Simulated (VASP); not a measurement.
## PtSe2 (Sudovikovite): single point with PBE0

Crystal: PtSe2 (Sudovikovite).

```
Pt Se
1.0
     3.70628    0.00000    0.00000
    -1.85314    3.20973    0.00000
     0.00000    0.00000    5.86307
Pt Se
1 2
Direct
  0.00000 0.00000 0.00000
  0.66667 0.33333 0.77894
  0.33333 0.66667 0.22106
```

- Program: VASP 6.6.1
- Task: single point
- Functional: PBE0
- Potentials or basis: VASP PAW PBE potentials, release 64 (Pt, Se)
- Cutoff: 520 eV
- k mesh: 4 × 4 × 3
- Occupations: fermi-dirac, width 0.05 eV
- Spin: no spin polarisation
- Dipole correction: no
- Exchange at q = 0: truncated
- Grid for exact exchange (PRECFOCK): Normal
- Further INCAR settings: ALGO = Normal; EDIFF = 1e-06; NBANDS = 18

```yaml
Pressure: -0.3 GPa
Largest_force: 0.026 eV/Å
Band_gap_on_the_k_mesh: 1.58 eV, indirect (least direct gap 2.06 eV)
```

Forces on the atoms (eV/Å):
```
Pt   0.000  0.000  0.000
Se   0.000  0.000  0.026
Se   0.000  0.000 -0.026
```

Stress tensor (GPa, compression positive):
```
-0.43  0.00  0.00
 0.00 -0.43  0.00
 0.00  0.00 -0.13
```

Levels at points of the mesh, in eV from the valence-band top:
| k point | band 9 | band 10 | band 11 | band 12 | band 13 | band 14 |
| --- | --- | --- | --- | --- | --- | --- |
| (0.00, 0.00, 0.00) | -0.65 | -0.65 | 0.00 | 3.57 | 3.57 | 5.87 |
| (0.50, 0.00, 0.00) | -3.12 | -2.92 | -2.90 | 2.76 | 3.74 | 6.22 |

Run time: 6.9 min on 1 thread of Intel(R) Xeon(R) Platinum 8488C (Sapphire Rapids) (shared host), peak memory 0.21 GiB.

Caveat: the k mesh is coarse (spacing up to 0.49 Å⁻¹), so the values aren't converged, least of all with exact exchange; the PAW data sets were made with another functional, which shifts forces and pressure a little; spin-orbit coupling is left out, which moves the levels of the heavy elements; an odd mesh through Γ misses points on the zone boundary, where band edges often lie; this functional lacks dispersion, which binds the layers, so the pressure and a relaxed spacing across them are unreliable.
